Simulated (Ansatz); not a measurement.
**CaO: the cell at several levels of theory**

An exercise on one series of results from a longer session: the logs are not shown, and one member is left open.

Program: Ansatz 0.2.0. PAW datasets, plane waves, zero pressure. All values are calculated for a non-magnetic cell, which may be hypothetical.

## Starting point

This is the cell as the run starts from it, not yet at rest; its lengths are not the crystal's.

The symmetry is F-43m (No. 216, cubic); a = 5.082 Å in the conventional setting, 16.40 Å³ an atom. Near Ca stand 4 O at 2.20 Å; near O stand 4 Ca at 2.20 Å.

Coordinates:

Space group F-43m (No. 216). a = 5.082 Å, b = 5.082 Å, c = 5.082 Å, α = 90.00°, β = 90.00°, γ = 90.00°
```tsv
atom	site	symmetry	x	y	z
Ca	4a	-43m	0.0000	0.0000	0.0000
O	4d	-43m	0.2500	0.2500	0.7500
```

Set-up of the first run:

Input file input.yaml:

```yaml
crystal:
  lattice:
    - [0.0, 2.5408030646, 2.5408030646]
    - [2.5408030646, 0.0, 2.5408030646]
    - [2.5408030646, 2.5408030646, 0.0]
  atoms:
    - { symbol: Ca, position: [0.0, 0.0, 0.0] }
    - { symbol: O, position: [0.25, 0.25, 0.25] }
kpoints:
  mp_grid: { grid: [8, 8, 8] }
hamiltonian:
  xc: pbe
scf:
  occupations: { method: fermi_dirac, width: 0.02 }
relax:
  f_tol: 0.005
  cell: {}
```

Run with:

```bash
> ansatz run input.yaml --threads 2 --pin off --max-ram 2211MiB --backend cpu --events-out ev --progress --plain --runs-dir out
```

Among the steps run: Relaxing with PBE; r2SCAN: cell and atoms; PBEsol: cell and atoms; Relaxation with LDA; Relaxation with HSE06.

One of the session's tables, all rows but one given; the rest of the session is left out.

| level | a (Å) | volume (Å³/atom) |
| --- | --- | --- |
| PBE | 5.243 | 18.012 |
| r2SCAN | 5.213 | 17.713 |
| PBEsol | 5.180 | 17.371 |
| LDA | ? | ? |
| HSE06 | 5.215 | 17.724 |

Estimate the missing values for LDA.

The run gave: a (Å): 5.116; volume (Å³/atom): 16.738. In the column «a (Å)» it is the lowest.

The first relaxation changed the volume by +9.8 % from the start. The volume runs from LDA (least) to PBE (most), a spread of 7.6 %, or 2.5 % in length if all axes shared it alike. The meshes differ: PBE 8×8×8, r2SCAN 8×8×8, PBEsol 8×8×8, LDA 8×8×8, HSE06 6×6×6.
